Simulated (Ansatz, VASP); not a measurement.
**One calculation of ZrC, two programs**

```
CELL_PARAMETERS angstrom
0.00000 2.35021 2.35021
2.35021 0.00000 2.35021
2.35021 2.35021 0.00000
ATOMIC_POSITIONS crystal
Zr 0.50000 0.50000 0.50000
C 0.03191 0.03191 0.96809
```

Change from the starting cell: all C atoms moved -0.150 Å, as atom 2 towards its neighbour atom 1 (Zr) at 2.350 Å.

Alike in both runs: task single point; functional PBEsol; k mesh 18 × 18 × 18; occupations gaussian, width 0.15 eV; no spin polarisation.

```csv
,VASP,Ansatz
version,VASP 6.6.1,Ansatz 0.2.0
potentials or method,"VASP PAW PBE potentials, release 64 (Zr_sv, C)","scalar-relativistic, plane waves, PAW"
plane-wave cutoff (eV),520,420
valence electrons in the cell,16,16
```

```csv
,VASP,Ansatz,Ansatz less VASP
gap on the k mesh at the Fermi level (eV),none,none,-
pressure (GPa),-2.4,-2.8,-0.35
largest component of the traceless stress (GPa),4.04,4.02,-0.021
rms of the force components (eV/Å),0.620,0.615,-0.0050
```

Atom by atom the forces differ by 0.005 eV/Å (rms over components). A gap of «none» marks a metal or a gap that the smearing closes. The functional is the same, so the differences come from potentials, cutoffs and numerics.

Caveats: the PAW data sets were made with another functional, which shifts forces and pressure a little (VASP).
